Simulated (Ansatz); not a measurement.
# Ge: the cost of one run

Program: Ansatz 0.2.0. Level of theory: DFT LDA, scalar-relativistic, plane waves, PAW. These are calculated values, not measurements.

1 further run of the same task is left out (it didn't finish).

### Step 1. The system as given

Symmetry: Fm-3m, No. 225, cubic system. The conventional cell has a = 4.197 Å, b = 4.197 Å, c = 4.197 Å, α = 90.00°, β = 90.00°, γ = 90.00°. Around Ge (site symmetry m-3m) lie 12 Ge at 2.97 Å.

Coordinates:

```cif
data_structure
_symmetry_space_group_name_H-M 'Fm-3m'
_symmetry_Int_Tables_number 225
_cell_length_a 4.1967
_cell_length_b 4.1967
_cell_length_c 4.1967
_cell_angle_alpha 90.000
_cell_angle_beta 90.000
_cell_angle_gamma 90.000
_cell_volume 73.91
loop_
_atom_site_label
_atom_site_type_symbol
_atom_site_symmetry_multiplicity
_atom_site_Wyckoff_symbol
_atom_site_fract_x
_atom_site_fract_y
_atom_site_fract_z
_atom_site_occupancy
Ge1 Ge 4 a 0.00000 0.00000 0.00000 1
```

The structure comes from the Materials Project (structure only).

### Step 2. A first look at the start

Contents of input.yaml:

```yaml
crystal:
  lattice:
    - [0.0, 2.098360525, 2.098360525]
    - [2.098360525, 0.0, 2.098360525]
    - [2.098360525, 2.098360525, 0.0]
  atoms:
    - { symbol: Ge, position: [0.0, 0.0, 0.0] }
basis:
  ecutwfc: 420
kpoints:
  mp_grid: { grid: [8, 8, 8] }
hamiltonian:
  xc: lda
scf:
  occupations: { method: gaussian, width: 0.1 }
output:
  forces: true
  stress: true
  eigenvalues: true
```

Launch:

```sh
$ ansatz run input.yaml --threads 1 --pin off --max-ram 1228MiB --backend cpu --events-out ev --progress --plain --runs-dir out
```

**Question.** How long does this run take on 1 thread of an x86-64 CPU, shared host, and how much memory does it need?

About 1 s, with a peak of 0.39 GiB.
